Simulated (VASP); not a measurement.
# LiF (P4/mmm) in VASP: further runs

The runs below take LiF through single point, with PBE.

All numbers are computed with VASP 6.6.1; they aren't measurements. Logs are shortened: lines on timing, memory, paths and dates and some standing lists are left out, and cuts for length are marked.

## (1) The cell of the first run

The structure is tetragonal, space group P4/mmm (No. 123). Conventional cell: a = 2.355 Å, b = 2.355 Å, c = 2.560 Å, α = 90.00°, β = 90.00°, γ = 90.00°. Around Li (site symmetry 4/mmm) lie 8 F at 2.10 Å and 4 Li at 2.35 Å. F (site symmetry 4/mmm) has 8 Li at 2.10 Å and 4 F at 2.35 Å as nearest neighbours.

Measurements of this composition are mostly on another form, of space group No. 225.

## (2) Single point, PBE (strain -0.080 along x and y, +0.000 along z, atoms carried along)

The input, INCAR:

```
SYSTEM = LiF
  PREC = Accurate
  ENCUT = 520
  EDIFF = 1E-7
  ISMEAR = 0
  SIGMA = 0.05
  LREAL = .FALSE.
  LASPH = .TRUE.
  NELM = 80
  ALGO = Normal
  ISIF = 2
  LWAVE = .FALSE.
  LCHARG = .FALSE.
  GGA = PE
  NBANDS = 12
```

The input, KPOINTS:

```
regular mesh
0
G
  10 10 10
  0 0 0
```

The input, POSCAR:

```
LiF
1.0
    2.3547703600      0.0000000000      0.0000000000
    0.0000000000      2.3547703600      0.0000000000
    0.0000000000      0.0000000000      2.5595330000
Li F
1 1
Direct
    0.0000000000      0.0000000000      0.0000000000
    0.5000000000      0.5000000000      0.5000000000
```

Potentials or basis: VASP PAW PBE potentials, release 64 (Li_sv, F).

Launch:

```bash
> cat potpaw_PBE.64/Li_sv/POTCAR potpaw_PBE.64/F/POTCAR > POTCAR
> mpirun -np 1 vasp_std > vasp.out
```

OUTCAR:

```text
SYSTEM = LiF
   PREC = Accurate
   ENCUT = 520
   EDIFF = 1E-7
   ISMEAR = 0
   LREAL = .FALSE.
   LASPH = .TRUE.
   NELM = 80
   ISIF = 2
   GGA = PE

 ion  position               nearest neighbor table
   1  0.000  0.000  0.000-   2 2.10   2 2.10   2 2.10   2 2.10   2 2.10   2 2.10   2 2.10   2 2.10

   2  0.500  0.500  0.500-   1 2.10   1 2.10   1 2.10   1 2.10   1 2.10   1 2.10   1 2.10   1 2.10

  LATTYP: Found a simple tetragonal cell.
 ALAT       =     2.3547703600
 C/A-ratio  =     1.0869565217

  Lattice vectors:

 A1 = (   2.3547703600,   0.0000000000,   0.0000000000)
 A2 = (   0.0000000000,   2.3547703600,   0.0000000000)
 A3 = (   0.0000000000,   0.0000000000,   2.5595330000)

Analysis of symmetry for initial positions (statically):
=====================================================================
 Subroutine PRICEL returns:
 Original cell was already a primitive cell.

 Routine SETGRP: Setting up the symmetry group for a
 simple tetragonal supercell.

 Subroutine GETGRP returns: Found 16 space group operations
 (whereof 16 operations were pure point group operations)
 out of a pool of 16 trial point group operations.

The static configuration has the point symmetry D_4h.

Analysis of symmetry for dynamics (positions and initial velocities):
=====================================================================
 Subroutine PRICEL returns:
 Original cell was already a primitive cell.

 Routine SETGRP: Setting up the symmetry group for a
 simple tetragonal supercell.

 Subroutine GETGRP returns: Found 16 space group operations
 (whereof 16 operations were pure point group operations)
 out of a pool of 16 trial point group operations.

The dynamic configuration has the point symmetry D_4h.

 Subroutine INISYM returns: Found 16 space group operations
 (whereof 16 operations are pure point group operations),
 and found     1 'primitive' translations

----------------------------------------------------------------------------------------

                                     Primitive cell

  volume of cell :      14.1925

  direct lattice vectors                    reciprocal lattice vectors
     2.354770360  0.000000000  0.000000000     0.424669860  0.000000000  0.000000000
     0.000000000  2.354770360  0.000000000     0.000000000  0.424669860  0.000000000
     0.000000000  0.000000000  2.559533000     0.000000000  0.000000000  0.390696272

  length of vectors
     2.354770360  2.354770360  2.559533000     0.424669860  0.424669860  0.390696272

  position of ions in fractional coordinates (direct lattice)
     0.000000000  0.000000000  0.000000000
     0.500000000  0.500000000  0.500000000

  ion indices of the primitive-cell ions
   primitive index   ion index
                 1           1
                 2           2

----------------------------------------------------------------------------------------

 KPOINTS: regular mesh

Automatic generation of k-mesh.
 Grid dimensions read from file:
 generate k-points for:   10   10   10

 Generating k-lattice:

  Cartesian coordinates                     Fractional coordinates (reciprocal lattice)
     0.042466986  0.000000000  0.000000000     0.100000000  0.000000000  0.000000000
     0.000000000  0.042466986  0.000000000     0.000000000  0.100000000  0.000000000
     0.000000000  0.000000000  0.039069627     0.000000000  0.000000000  0.100000000

  Length of vectors
     0.042466986  0.042466986  0.039069627

  Shift w.r.t. Gamma in fractional coordinates (k-lattice)
     0.000000000  0.000000000  0.000000000

 Subroutine IBZKPT returns following result:
 ===========================================

 Found    126 irreducible k-points:

 Following reciprocal coordinates:
            Coordinates               Weight
  0.000000  0.000000  0.000000      1.000000
  0.100000  0.000000  0.000000      4.000000
  0.200000  0.000000  0.000000      4.000000
  0.300000  0.000000  0.000000      4.000000
  0.400000  0.000000  0.000000      4.000000
  0.500000  0.000000  0.000000      2.000000
[... 16 lines left out ...]
  0.100000  0.000000  0.100000      8.000000
  0.200000  0.000000  0.100000      8.000000
 [... further k-points ...]
   k-points           NKPTS =    126   k-points in BZ     NKDIM =    126   number of bands    NBANDS=     12
   number of dos      NEDOS =    301   number of ions     NIONS =      2
   total plane-waves  NPLWV =   6480
   dimension x,y,z NGX =    18 NGY =   18 NGZ =   20
   dimension x,y,z NGXF=    36 NGYF=   36 NGZF=   40
   ions per type =               1   1
   NGX,Y,Z   is equivalent  to a cutoff of  12.71, 12.71, 12.99 a.u.
   NGXF,Y,Z  is equivalent  to a cutoff of  25.42, 25.42, 25.98 a.u.
 SYSTEM =  LiF
   PREC   = accura    normal or accurate (medium, high low for compatibility)
   ISTART =      0    job   : 0-new  1-cont  2-samecut
   ICHARG =      2    charge: 1-file 2-atom 10-const
   ISPIN  =      1    spin polarized calculation?
   LNONCOLLINEAR =      F non collinear calculations
   LSORBIT =      F    spin-orbit coupling
   LASPH  =      T    aspherical Exc in radial PAW
   ENCUT  =  520.0 eV  38.22 Ry    6.18 a.u.   4.38  4.38  4.76*2*pi/ulx,y,z
   NELM   =     80;   NELMIN=  2; NELMDL= -5     # of ELM steps
   EDIFF  = 0.1E-06   stopping-criterion for ELM
   LREAL  =      F    real-space projection
   EDIFFG = 0.1E-05   stopping-criterion for IOM
   NSW    =      0    number of steps for IOM
   IBRION =     -1    ionic relax: 0-MD 1-quasi-New 2-CG
   NFREE  =      0    steps in history (QN), initial steepest desc. (CG)
   ISIF   =      2    stress and relaxation
   ISYM   =      2    0-nonsym 1-usesym 2-fastsym
   POTIM  = 0.5000    time-step for ionic-motion
   TEBEG  =    0.0;   TEEND  =   0.0 temperature during run
   PSTRESS=    0.0 pullay stress
   NELECT =      10.0000    total number of electrons
   NUPDOWN=      -1.0000    fix difference up-down
   EMIN   =  10.00;   EMAX   =-10.00  energy-range for DOS
   EFERMI =   0.00;   METHOD = LEGACY
   ISMEAR =     0;   SIGMA  =   0.05  broadening in eV -4-tet -1-fermi 0-gaus
   EFERMI_NEDOS =   21; number of points for ismear=-14 and -15
   IALGO  =     38    algorithm
   IMIX   =      4    mixing-type and parameters
     AMIX     =   0.40;   BMIX     =  1.00
     AMIX_MAG =   1.60;   BMIX_MAG =  1.00
  volume/ion in A,a.u.               =       7.10        47.89
  Fermi-wavevector in a.u.,A,eV,Ry     =   1.456763  2.752883 28.873715  2.122158
  Thomas-Fermi vector in A             =   2.573643
   LORBIT       =      0    0 simple, 1 ext, 2 COOP (PROOUT), +10 PAW based schemes
   GGA     = PE    functional components
   LHFCALC =     F    Hartree Fock is set to
   AEXX    =    0.0000 exact exchange contribution
   IVDW    =     0    specifies the selected vdW correction
   LEPSILON=     F    determine dielectric tensor
   LRPA    =     F    only Hartree local field effects (RPA)
 non-spin polarized calculation
 Gauss-broadening in eV      SIGMA  =   0.05
  energy-cutoff  :      520.00
  volume of cell :       14.19
 maximum number of plane-waves:       394
 NGX is ok and might be reduce to    18
   NGX =  9   NGY =  9   NGZ =  9

 number of electron      10.0000000 magnetization

 number of electron       9.9999993 magnetization

 Free energy of the ion-electron system (eV)
  ---------------------------------------------------
  ext. energy  EPLUGINS =         0.00000000
  ---------------------------------------------------
  free energy    TOTEN  =        -8.85818498 eV

  energy without entropy =       -8.85818498  energy(sigma->0) =       -8.85818498

 E-fermi :   2.0973     XC(G=0): -10.7615

 val. band max:        1.6746674423   @ k =   0.5000   0.0000   0.5000
 cond. band min:      10.3183060095   @ k =   0.0000   0.0000   0.0000
 fundamental gap:      8.6436385672
 Fermi energy:         2.0973127206

 k-point     1 :       0.0000    0.0000    0.0000
  band No.  band energies     occupation
      1     -41.4258      2.00000
      2     -20.1776      2.00000
      3      -0.1451      2.00000
      4       0.9293      2.00000
      5       0.9293      2.00000
      6      10.3183      0.00000
      7      20.3091      0.00000
      8      22.4204      0.00000
      9      22.7128      0.00000
     10      25.1119      0.00000
     11      25.1119      0.00000
     12      41.8786      0.00000

 k-point     2 :       0.1000    0.0000    0.0000
  band No.  band energies     occupation
      1     -41.4156      2.00000
      2     -20.1115      2.00000
      3      -0.0825      2.00000
      4       0.4565      2.00000
      5       0.9768      2.00000
      6      10.5189      0.00000
      7      20.0876      0.00000
      8      21.5784      0.00000
      9      22.6123      0.00000
     10      25.1048      0.00000
     11      27.1891      0.00000
     12      40.0566      0.00000

 k-point     3 :       0.2000    0.0000    0.0000
  band No.  band energies     occupation
      1     -41.3890      2.00000
      2     -19.9329      2.00000
      3      -0.6606      2.00000
      4       0.0853      2.00000
      5       1.1031      2.00000
      6      10.8794      0.00000
      7      19.0049      0.00000
      8      21.9726      0.00000
      9      22.3177      0.00000
     10      25.0652      0.00000
     11      30.8658      0.00000
     12      37.8312      0.00000
[... 286 lines left out ...]
 k-point    23 :       0.1000    0.0000    0.1000
  band No.  band energies     occupation
      1     -41.4101      2.00000
      2     -20.0756      2.00000
      3      -0.4266      2.00000
      4       0.4868      2.00000
      5       1.0078      2.00000
      6      10.8079      0.00000
      7      19.1091      0.00000
      8      21.3602      0.00000
      9      24.3272      0.00000
     10      25.0163      0.00000
     11      27.3025      0.00000
     12      38.2431      0.00000

 k-point    24 :       0.2000    0.0000    0.1000
  band No.  band energies     occupation
      1     -41.3839      2.00000
      2     -19.8937      2.00000
      3      -0.6342      2.00000
      4      -0.2648      2.00000
      5       1.1316      2.00000
      6      11.2204      0.00000
      7      18.7415      0.00000
      8      20.4227      0.00000
      9      24.4638      0.00000
     10      25.0561      0.00000
     11      30.8927      0.00000
     12      35.8295      0.00000

 [... further k-points ...]

------------------------ aborting loop because EDIFF is reached ----------------------------------------

  FORCE on cell =-STRESS in cart. coord.  units (eV):
  Direction    XX          YY          ZZ          XY          YZ          ZX
  --------------------------------------------------------------------------------------
  -------------------------------------------------------------------------------------
  Total        2.3810267      2.3810267     -0.4038159      0.0000000      0.0000000      0.0000000
  in kB      268.7924064    268.7924064    -45.5864927      0.0000000      0.0000000      0.0000000
  external PRESSURE =     163.9994400 kB  Pullay stress =       0.0000000 kB

 VOLUME and BASIS-vectors are now :
 -----------------------------------------------------------------------------
  energy-cutoff  :      520.00
  volume of cell :       14.19
      direct lattice vectors                 reciprocal lattice vectors
     2.354770360  0.000000000  0.000000000     0.424669860  0.000000000  0.000000000
     0.000000000  2.354770360  0.000000000     0.000000000  0.424669860  0.000000000
     0.000000000  0.000000000  2.559533000     0.000000000  0.000000000  0.390696272

 POSITION                                       TOTAL-FORCE (eV/Angst)
 -----------------------------------------------------------------------------------
      0.00000      0.00000      0.00000         0.000000      0.000000      0.000000
      1.17739      1.17739      1.27977         0.000000      0.000000      0.000000
 -----------------------------------------------------------------------------------
    total drift:                                0.000000     -0.000000     -0.000000

  FREE ENERGIE OF THE ION-ELECTRON SYSTEM (eV)
  ---------------------------------------------------
  free  energy   TOTEN  =        -8.8581849842 eV

  energy  without entropy=       -8.8581849842  energy(sigma->0) =       -8.85818498
```

Run time: 9.3 s. Hardware: 1 thread of Intel Xeon Platinum 8559C (Emerald Rapids), shared host; peak memory 0.12 GiB.

What came out:

```
Free energy            : -8.8582 eV
Band gap on the k mesh : 8.64 eV, indirect (least direct gap 9.39 eV)
```

Caveat: the cutoff is under 1.25 times the usual one of these potentials, so pressure, stress and relaxed cells hold a basis-set (Pulay) error.

## (3) Single point, PBE (strain -0.080 along x and y, -0.080 along z, atoms carried along)

The input, INCAR:

```
PREC = Accurate
ENCUT = 520
EDIFF = 1E-7
ISMEAR = 0
SIGMA = 0.05
LREAL = F
LASPH = T
NELM = 100
ALGO = Fast
ISIF = 2
LWAVE = F
LCHARG = F
GGA = PE
NBANDS = 12
```

The input, KPOINTS:

```
Automatic mesh
0
Gamma
  10 10 10
```

POSCAR: that of step 2 with these lines changed.

```diff
@@ -4,3 +4,3 @@
     0.0000000000      2.3547703600      0.0000000000
-    0.0000000000      0.0000000000      2.5595330000
+    0.0000000000      0.0000000000      2.3547703600
 Li F
```

Potentials or basis: VASP PAW PBE potentials, release 64 (Li_sv, F).

Launch:

```bash
> cat potpaw_PBE.64/Li_sv/POTCAR potpaw_PBE.64/F/POTCAR > POTCAR
> mpirun -np 1 vasp_std > vasp.out
```

Wall time 6.2 s (1 thread of Intel Xeon Platinum 8559C (Emerald Rapids), shared host); peak memory 0.11 GiB.

It converged, with:

```
Free energy            : -8.7785 eV
Band gap on the k mesh : 9.94 eV, indirect (least direct gap 10.91 eV)
```

Levels at points of the mesh, in eV from the valence-band top:
| k point | band 3 | band 4 | band 5 | band 6 | band 7 | band 8 |
| --- | --- | --- | --- | --- | --- | --- |
| (0.00, 0.00, 0.00) | -0.97 | -0.97 | -0.97 | 9.94 | 20.32 | 20.32 |
| (0.50, 0.00, 0.00) | -4.96 | -0.40 | -0.40 | 10.52 | 17.04 | 22.65 |
| (0.50, 0.50, 0.00) | -4.58 | -4.58 | 0.00 | 15.01 | 15.72 | 15.72 |
| (0.50, 0.50, 0.50) | -3.18 | -3.18 | -3.18 | 11.65 | 11.65 | 11.65 |

Caveat: the cutoff is under 1.25 times the usual one of these potentials, so pressure, stress and relaxed cells hold a basis-set (Pulay) error. A k mesh can miss the band edges.

## (4) Single point, PBE (strain +0.080 along x and y, +0.000 along z, atoms carried along)

The input, INCAR:

```
SYSTEM = LiF
PREC = Accurate
ENCUT = 520
EDIFF = 1E-7
ISMEAR = 0
SIGMA = 0.05
LREAL = .FALSE.
LASPH = .TRUE.
NELM = 60
ALGO = Normal
ISIF = 2
LWAVE = .FALSE.
LCHARG = .TRUE.
GGA = PE
LELF = .TRUE.
LVHAR = .TRUE.
NBANDS = 12
```

The input, KPOINTS:

```
regular mesh
0
G
  10 10 10
  0 0 0
```

The input, POSCAR:

```
LiF
1.0
    2.7642956400      0.0000000000      0.0000000000
    0.0000000000      2.7642956400      0.0000000000
    0.0000000000      0.0000000000      2.5595330000
Li F
1 1
Direct
    0.0000000000      0.0000000000      0.0000000000
    0.5000000000      0.5000000000      0.5000000000
```

Launch:

```bash
> cat potpaw_PBE.64/Li_sv/POTCAR potpaw_PBE.64/F/POTCAR > POTCAR
> mpirun -np 1 vasp_std > vasp.out
```

Run time: 10 s. Hardware: 1 thread of Intel Xeon Platinum 8559C (Emerald Rapids), shared host; peak memory 0.14 GiB.

The run converged. Its results:

```
Free energy            : -8.9217 eV
Band gap on the k mesh : 5.99 eV, indirect (least direct gap 6.37 eV)
```

Levels at points of the mesh, in eV from the valence-band top:
```tsv
k point	band 2	band 3	band 4	band 5	band 6	band 7	band 8	band 9
(0.00, 0.00, 0.00)	-20.56	-1.08	-1.08	-0.38	5.99	16.69	18.11	18.11
(0.50, 0.00, 0.00)	-20.28	-3.36	-0.77	-0.16	8.09	11.71	17.39	20.03
(0.50, 0.50, 0.00)	-19.97	-3.04	-3.04	0.00	11.54	12.07	12.07	18.18
(0.00, 0.00, 0.50)	-20.07	-3.35	-0.64	-0.64	7.75	12.70	18.20	18.20
(0.50, 0.00, 0.50)	-19.78	-2.99	-2.76	-0.45	11.57	12.26	12.69	17.12
(0.50, 0.50, 0.50)	-19.53	-2.30	-2.04	-2.04	9.92	10.57	10.57	21.08
```

Caveat: the cutoff is under 1.25 times the usual one of these potentials, so pressure, stress and relaxed cells hold a basis-set (Pulay) error. A k mesh can miss the band edges.

## (5) Summary

```tsv
cell	gap on the mesh (eV)
strain -0.080 along x and y, +0.000 along z, atoms carried along	8.64
strain -0.080 along x and y, -0.080 along z, atoms carried along	9.94
strain +0.080 along x and y, +0.000 along z, atoms carried along	5.99
```

Alike in all rows: task single point; level PBE; potentials or basis VASP PAW PBE potentials, release 64 (Li_sv, F); no spin polarisation; k mesh 10 × 10 × 10; cutoff (eV) 520; smearing gaussian 0.05 eV.

Caveats: the cutoff is under 1.25 times the usual one of these potentials, so pressure, stress and relaxed cells hold a basis-set (Pulay) error.

Absolute energies hang on the potentials; compare differences alone.
